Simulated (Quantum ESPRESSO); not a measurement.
MgO2 under changes of volume

One of the cells (10.390 Å³/atom); the others are scaled copies at fixed shape and fractional positions:

```xyz
3
Lattice="1.6048 0.9265 3.4940 -1.6048 0.9265 3.4940 0.0000 -1.8530 3.4940" Properties=species:S:1:pos:R:3 pbc="T T T"
Mg    0.0000    0.0000    0.0000
O     0.0000    0.0000    5.9874
O     0.0000    0.0000    4.4945
```

The cell comes from a database or a generator and needn't be the stable form of this composition.

| Item | Value |
| --- | --- |
| Program | Quantum ESPRESSO 7.5 |
| Functional | r2SCAN |
| Potentials or basis | SG15 PBE 1.2 |
| Cutoff | 1197 eV |
| Density cutoff | 4789 eV |
| k mesh | 5 × 5 × 5 |
| Occupations | fermi-dirac, width 0.05 eV |
| Spin | no spin polarisation |

```tsv
volume (Å³/atom)	energy over the lowest point (meV/atom)	pressure (GPa)	gap on the mesh (eV)	largest force (eV/Å)
9.766	3.91	4.5	3.42	0.195
9.974	0.00	1.2	3.28	0.081
10.182	?	?	?	?
10.390	3.89	-4.4	3.04	0.127
10.598	10.92	-6.8	2.92	0.221
10.805	20.90	-8.9	2.81	0.308
11.013	33.53	-10.8	2.70	0.389
```

Task: What does the run at 10.182 Å³/atom give?

Result: Energy over the lowest point 0.13 meV/atom; pressure -1.7 GPa; gap on the mesh 3.16 eV; largest force 0.027 eV/Å.

Worked out: A Birch-Murnaghan fit of order 3 (a polynomial in V^(-2/3)) to the other rows has its minimum at 10.07 Å³/atom with B0 = V·E''(V) = 143 GPa and B' = 4.1 at fixed shape and positions, which overstates the stiffness. It gives 0.12 meV/atom at 10.182 Å³/atom, against the run's 0.13, and -dE/dV = -1.5 GPa, against -1.7. A straight line through the other rows of the gap, of slope -5.97 eV per unit of ln V (its deformation potential), gives 3.16 eV, against the run's 3.16.

Energies are extrapolated to zero smearing.

Caveats: all runs use coarse meshes; the potentials were made for another functional, which shifts forces and pressure; an odd mesh through Γ misses points on the zone boundary, where band edges often lie.
